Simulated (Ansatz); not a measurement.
# O started on a Ca site in rocksalt CaO, 64 atoms, charge −1

All numbers come from Ansatz (PAW, plane waves, no spin–orbit coupling) at the single k point (¼, ¼, ¼) without its symmetry partners. The atoms were relaxed with PBEsol in a fixed cell; other functionals are single points on those atoms unless said otherwise. The valence top and gap of the host come from its small cell on a dense mesh, with the band extrema sought between the mesh points, lined up by the mean potential, PBEsol gap 3.54 eV, HSE06 gap 5.31 eV. The charge correction uses an assumed dielectric constant of 11.9.

Cell: a = 9.535 Å, b = 9.535 Å, c = 9.535 Å, α = 90.00°, β = 90.00°, γ = 90.00°.

Nearest atoms after relaxation, from the placed atom (for vacancies from the middle of the vacant sites): O at 1.42 Å, Ca at 2.38 Å, Ca at 2.38 Å, O at 2.62 Å, O at 2.62 Å, Ca at 2.95 Å, Ca at 2.95 Å, Ca at 3.12 Å.

Chemical potentials μ are those of reference phases of the elements at zero temperature by the same functional (the usual solids, diamond for C, grey Sn, and the molecules H2, N2, O2, F2, Cl2, Br2 and S8).

```tsv
functional	E(defect) − E(host) − Σ nμ + q·E_VBM (eV)	monopole (eV)	alignment (eV)	formation energy at E_F = VBM (eV)	moment (μB)	wall time, shared host
PBEsol	8.55	0.18	0.14	8.87	1.0	11 s on NVIDIA GB200 (relaxation)
```

Question: Estimate the formation energy and moment that HSE06 gives on these atoms.

Answer: 10.53 eV at E_F = VBM (10.21 eV before the monopole term 0.18 eV and the alignment 0.14 eV), moment 1.0 μB.

Question: How does the monopole term follow by hand for this cubic cell?

Answer: q²·α·e²/(4πε₀)/(2εL) with the Madelung constant α = 2.837 and e²/4πε₀ = 14.40 eV·Å: 1 × 2.837 × 14.40 / (2 × 11.9 × 9.535) = 0.18 eV.

HSE06 one-electron levels near the gap (the ten most localised at most), from the host's valence top, not corrected for the charge's images:

| level (eV) | spin | filling | atoms sharing it | element of the atom with most weight |
| --- | --- | --- | --- | --- |
| -0.27 | down | 1.00 | 26.2 | spread |
| -0.20 | up | 1.00 | 9.6 | O |
| -0.06 | up | 1.00 | 6.3 | O |
| 0.03 | down | 1.00 | 7.1 | O |
| 0.18 | down | 1.00 | 6.7 | O |
| 1.55 | down | 0.00 | 4.2 | O |

All elements are taken at their own reference at once; growth conditions in equilibrium with the host shift these energies, by up to the host's formation enthalpy.

One k point and a cell of this size can leave errors of several tenths of an eV in such numbers.
